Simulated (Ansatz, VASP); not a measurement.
# K: VASP beside Ansatz

The input INCAR:

```
ALGO = Normal
EDIFF = 1E-6
ENCUT = 520
GGA = PE
ISIF = 2
ISMEAR = 0
IVDW = 12
LASPH = True
LCHARG = False
LREAL = False
LWAVE = False
NBANDS = 10
NELM = 60
PREC = Accurate
SIGMA = 0.1
```

KPOINTS

```
k-points
0
Gamma
  6 6 6
```

File POSCAR:

```
K
1.0
    0.0000000000      3.3918728180      3.3918728180
    3.3918728180      0.0000000000      3.3918728180
    3.3918728180      3.3918728180      0.0000000000
K
1
Direct
    0.0000000000      0.0000000000      0.0000000000
```

Input for Ansatz:

```yaml
crystal:
  lattice:
    - [0.0, 3.391872818, 3.391872818]
    - [3.391872818, 0.0, 3.391872818]
    - [3.391872818, 3.391872818, 0.0]
  atoms:
    - { symbol: K, position: [0.0, 0.0, 0.0] }
basis:
  ecutwfc: 420
kpoints:
  mp_grid: { grid: [6, 6, 6] }
hamiltonian:
  xc: pbe
  dispersion: d3bj
scf:
  occupations: { method: gaussian, width: 0.1 }
output:
  forces: true
  stress: true
  eigenvalues: true
```

This isn't the form of K at room conditions, which is bcc.

Alike in both runs: task single point; functional PBE; dispersion D3(BJ); k mesh 6 × 6 × 6; occupations gaussian, width 0.1 eV; no spin polarisation.

|  | VASP | Ansatz |
| --- | --- | --- |
| version | VASP 6.6.1 | Ansatz 0.2.0 |
| potentials or method | VASP PAW PBE potentials, release 64 (K_sv) | scalar-relativistic, plane waves, PAW |
| plane-wave cutoff (eV) | 520 | 420 |
| valence electrons in the cell | 9 | 9 |

```csv
,VASP,Ansatz,Ansatz less VASP
gap on the k mesh at the Fermi level (eV),none,none,-
pressure (GPa),-0.4,-0.4,+0.01
```

A gap of «none» marks a metal or a gap that the smearing closes. The functional is the same, so the differences come from potentials, cutoffs and numerics.

Caveats: pairwise dispersion overbinds metals, which lowers pressure and volume.
